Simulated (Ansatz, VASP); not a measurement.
# One calculation of Be, two programs

POSCAR

```
Be
1.0
   -1.2673186640      1.2673186640      1.2673186640
    1.2673186640     -1.2673186640      1.2673186640
    1.2673186640      1.2673186640     -1.2673186640
Be
1
Direct
    0.0000000000      0.0000000000      0.0000000000
```

File INCAR.step1:

```
PREC     = Accurate       # precision mode
ENCUT    = 520            # plane-wave cutoff, eV
ISMEAR   = -1             # smearing method
SIGMA    = 0.1            # smearing width, eV
LREAL    = F              # projectors in reciprocal space
LASPH    = T              # aspherical terms in the spheres
NELM     = 100            # most SCF steps
NBANDS   = 7              # bands
GGA      = PE             # functional
ALGO     = Normal         # electronic algorithm
EDIFF    = 1E-4           # SCF threshold, eV
LWAVE    = T              # write WAVECAR
LCHARG   = F              # write CHGCAR
```

The input INCAR.step2:

```
PREC     = Accurate       # precision mode
ENCUT    = 520            # plane-wave cutoff, eV
EDIFF    = 1E-6           # SCF threshold, eV
ISMEAR   = -1             # smearing method
SIGMA    = 0.1            # smearing width, eV
LREAL    = F              # projectors in reciprocal space
LASPH    = T              # aspherical terms in the spheres
NELM     = 100            # most SCF steps
ALGO     = Normal         # electronic algorithm
ISIF     = 2              # what is computed and relaxed
LWAVE    = F              # write WAVECAR
LCHARG   = F              # write CHGCAR
METAGGA  = R2SCAN         # meta-GGA
LMIXTAU  = T            
NBANDS   = 7              # bands
ISTART   = 1
```

File KPOINTS:

```
Automatic mesh
0
Gamma
  20 20 20
```

Input for Ansatz:

```yaml
crystal:
  lattice:
    - [-1.267318664, 1.267318664, 1.267318664]
    - [1.267318664, -1.267318664, 1.267318664]
    - [1.267318664, 1.267318664, -1.267318664]
  atoms:
    - { symbol: Be, position: [0.0, 0.0, 0.0] }
hamiltonian:
  xc: r2scan
  pseudopotentials:
    kind: paw
    azcp:
      Be: "pseudopotentials/Be.paw.azcp"
basis:
  ecutwfc: 500
  fft_grid_basis: typed
kpoints:
  mp_grid: { grid: [20, 20, 20], shift: [0, 0, 0] }
magnetization:
  spin_polarized: false
scf:
  occupations: { method: fermi_dirac, width: 0.1 }
  lower_state_search: "off"
output:
  stress: true
  write_density: true
  write_potential: true
  elf: true
  volumetric_format: npy
```

Alike in both runs: task single point; functional r2SCAN; k mesh 20 × 20 × 20; occupations fermi-dirac, width 0.1 eV; no spin polarisation.

|  | VASP | Ansatz |
| --- | --- | --- |
| version | VASP 6.6.1 | Ansatz 0.2.0 |
| potentials or method | VASP PAW PBE potentials, release 64 (Be) | plane waves (500 eV) with PAW, scalar-relativistic |
| plane-wave cutoff (eV) | 520 | 500 |
| valence electrons in the cell | 2 | 2 |

```tsv
	VASP	Ansatz	Ansatz less VASP
pressure (GPa)	-4.5	-4.7	-0.15
```

Caveats: the PAW data sets were made with another functional, which shifts forces and pressure a little (VASP).
